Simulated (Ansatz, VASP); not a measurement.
## One calculation of SiW3, two programs

```xyz
4
Lattice="-2.5772 2.5772 2.5772 2.5772 -2.5772 2.5772 2.5772 2.5772 -2.5772" Properties=species:S:1:pos:R:3 pbc="T T T"
Si    0.0000    0.0000    0.0000
W     0.0000    0.0000    2.5772
W     0.0000    2.5772    0.0000
W     2.5772    0.0000    0.0000
```

Alike in both runs: functional PBEsol; k mesh 12 × 12 × 12; occupations gaussian, width 0.1 eV; no spin polarisation.

Ansatz relaxed the structure, and its values are those at the end. VASP's run is a single point on that final structure, the one shown.

```csv
,VASP,Ansatz
version,VASP 6.6.1,Ansatz 0.2.0
potentials or method,"VASP PAW PBE potentials, release 64 (Si, W_sv)","scalar-relativistic, plane waves, PAW"
plane-wave cutoff (eV),520,420
valence electrons in the cell,46,46
```

```csv
,VASP,Ansatz,Ansatz less VASP
gap on the k mesh at the Fermi level (eV),none,none,-
pressure (GPa),0.5,0.0,-0.51
```

A gap of «none» marks a metal or a gap that the smearing closes.

Caveats: the PAW data sets were made with another functional, which shifts forces and pressure a little (VASP). Spin-orbit coupling is left out, which matters for the levels of W.
